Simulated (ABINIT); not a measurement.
In:

```
In
1.0
    -1.62547    1.62547    2.47370
     1.62547   -1.62547    2.47370
     1.62547    1.62547   -2.47370
In
1
Cartesian
  0.0000 0.0000 0.0000
```

Base run:

- Program: ABINIT 10.8.3 (patched build)
- Functional: RPBE
- Potentials or basis: JTH PAW PBE v2.0
- Cutoff: 707 eV
- k mesh: 11 × 11 × 11
- Occupations: fermi-dirac, width 0.05 eV
- Spin: no spin polarisation

Its results: band gap on the k mesh none (metal or under the smearing width); pressure 3.1 GPa.

After a change of settings the same cell gave: band gap on the k mesh none (metal or under the smearing width); pressure 1.4 GPa. Which change was it?
A. functional from RPBE to PBE
B. functional from RPBE to AM05
C. functional from RPBE to revPBE
D. functional from RPBE to BLYP

A.

PBE binds more tightly than RPBE, so the same cell stands under less pressure.

Caveats: the PAW data sets were made with another functional, which shifts forces and pressure a little (some runs).

Not every run made on this cell is shown here.
